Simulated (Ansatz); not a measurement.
# Mg: the cost of one run

Computed with Ansatz 0.2.0 (DFT PBE, scalar-relativistic, unless a step's input says otherwise).

## 1. The starting structure

It takes space group P6_3/mmc (No. 194, hexagonal). Conventional cell: a = 3.209 Å, b = 3.209 Å, c = 5.210 Å, α = 90.00°, β = 90.00°, γ = 120.00°. Mg (site symmetry -6m2) has 12 Mg at 3.20 to 3.21 Å as nearest neighbours.

As a file:

```xyz
2
Lattice="3.2093 0.0000 0.0000 -1.6046 2.7793 0.0000 0.0000 0.0000 5.2103" Properties=species:S:1:pos:R:3 pbc="T T T"
Mg    0.0000    1.8529    1.3026
Mg    1.6046    0.9264    3.9077
```

Atoms are numbered in the order of the input: Mg1, Mg2.

## 2. After the deformation

Space group P6_3/mmc before, P6_3/mmc after.

## 3. Full-potential LAPW

The input, input.yaml:

```yaml
crystal:
  lattice:
    - [3.2092715325, 0.0, 0.0]
    - [-1.6046357662, 2.7793106748, 0.0]
    - [0.0, 0.0, 5.3666399]
  atoms:
    - { symbol: Mg, position: [0.3333333333, 0.6666666667, 0.25] }
    - { symbol: Mg, position: [0.6666666667, 0.3333333333, 0.75] }
kpoints:
  mp_grid: { grid: [12, 12, 7] }
  band_path:
    path:
      - [0.0, 0.0, 0.0]
      - [0.5, 0.0, 0.0]
      - [0.3333333333, 0.3333333333, 0.0]
      - [0.0, 0.0, 0.0]
      - [0.0, 0.0, 0.5]
      - [0.5, 0.0, 0.5]
      - [0.3333333333, 0.3333333333, 0.5]
      - [0.0, 0.0, 0.5]
      - [0.5, 0.0, 0.5]
    npoints: 5
scf:
  occupations: { method: fermi_dirac, width: 0.08 }
hamiltonian:
  xc: pbe
  pseudopotentials: { kind: all_electron, lapw: { basis_error: 0.0005 } }
output:
  forces: true
  stress: true
  eigenvalues: true
```

Run with:

```console
> ansatz run input.yaml --threads 1 --pin off --max-ram 3072MiB --backend cpu --events-out ev --progress --plain --runs-dir out
```

Q: Estimate wall time and peak memory on 1 thread of Arm Neoverse V1, shared host.

About 6 s, with a peak of 0.24 GiB.
